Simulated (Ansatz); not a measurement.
# Guessed and relaxed cells of FeSi

The cell of FeSi is invented: random cell by space group and Wyckoff sites (Pm-3m, No. 221). Its size is a rough estimate.

start:

Space group Pm-3m (No. 221). a = 3.131 Å, b = 3.131 Å, c = 3.131 Å, α = 90.00°, β = 90.00°, γ = 90.00°
| atom | site | symmetry | x | y | z |
| --- | --- | --- | --- | --- | --- |
| Fe | 1a | m-3m | 0.0000 | 0.0000 | 0.0000 |
| Si | 1b | m-3m | 0.5000 | 0.5000 | 0.5000 |

Computed with Ansatz, DFT PBE, scalar-relativistic, plane waves, PAW. Cutoff 420 eV, Gaussian smearing, Γ-centred meshes. Cell and atoms relax first on a coarse mesh and then on a finer one. In between, the cell is made exact in the group found at 0.06 Å. In metals the finer mesh still leaves noise of several meV/atom or more. The steps can't lower the symmetry of their start. Collinear spin, starting moments Fe 4.0 μB.

end:

Space group Pm-3m (No. 221). a = 2.759 Å, b = 2.759 Å, c = 2.759 Å, α = 90.00°, β = 90.00°, γ = 90.00°
```tsv
atom	site	symmetry	x	y	z
Fe	1a	m-3m	0.0000	0.0000	0.0000
Si	1b	m-3m	0.5000	0.5000	0.5000
```

The symmetry stays Pm-3m (No. 221). The end has the caesium chloride type. The volume per atom shrinks by 31.6 %, from 15.3 to 10.5 Å³. The shortest distance goes from 2.71 Å (Fe–Si) to 2.39 Å (Fe–Si). The energy falls by about 0.79 eV/atom (the start's value is from the coarse mesh).

```json
{
  "Volume per atom": "10.50 Å³",
  "Density": "6.64 g/cm³",
  "Energy over the elements": "−0.48 eV/atom",
  "Gap on the 20×20×20 mesh of the 2-atom cell": "0 eV (a metal)",
  "Net moment per atom": "0.00 μB",
  "Moment by site": "all under 0.1 μB"
}
```

The zero of energy is the elements' standard structures at the same level; no fitted shifts are applied.

The last run used collinear spin and Gaussian smearing of 0.10 eV. A structure relaxed within its symmetry needn't be a true minimum. In all, the 3 runs took 73 s on 1 thread of Arm Neoverse V1, on a shared host. Another cell of FeSi relaxed alike but without spin, in P2_13 (a cell as deposited in COD), lies 27 meV/atom lower, so this cell isn't the stable form at this level. Site moments count only spheres around the atoms; the net moment includes the space between them.
